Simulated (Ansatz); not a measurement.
Below is a relaxed structure of CoSi2. The cell was found from a structure generator's guess, not taken from experiment.

Level of theory: DFT PBE, scalar-relativistic, plane waves, PAW (Ansatz). Cutoff 420 eV, Γ-centred mesh, Gaussian smearing, no spin polarisation.

```
CELL_PARAMETERS angstrom
3.84872 0.00000 0.00000
0.00000 3.84872 0.00000
0.00000 0.00000 2.64028
ATOMIC_POSITIONS crystal
Co 0.50000 0.50000 0.00000
Si 0.00000 0.50000 0.50000
Si 0.50000 0.00000 0.50000
```

Energies over the elements count from the elements' standard structures at the same level, with no fitted energy shifts.

(1) Find its symmetry and describe it.

(2) How far does it lie from the elements in energy?

(3) Is it a metal?

Answers

(1) P4/mmm (No. 123). Conventional cell: a = 3.849 Å, c = 2.640 Å. Co has 8 Si at 2.33 Å and 2 Co at 2.64 Å; Si has 4 Co at 2.33 Å and 6 Si at 2.64–2.72 Å.

(2) −0.12 eV/atom.

(3) Yes, bands cross the Fermi level on the 12×12×18 mesh.

The last run used a 12×12×18 mesh (in the run's order of axes) for its 3-atom cell and Gaussian smearing of 0.10 eV. Trial moments died out on the coarse mesh, so the last step has no spin; another magnetic start might hold. Symmetry constrained the relaxation, so the result can be a saddle point. Another cell of CoSi2 relaxed alike, in Fm-3m (a cell as deposited in COD), lies 0.35 eV/atom lower, so this cell isn't the stable form at this level.
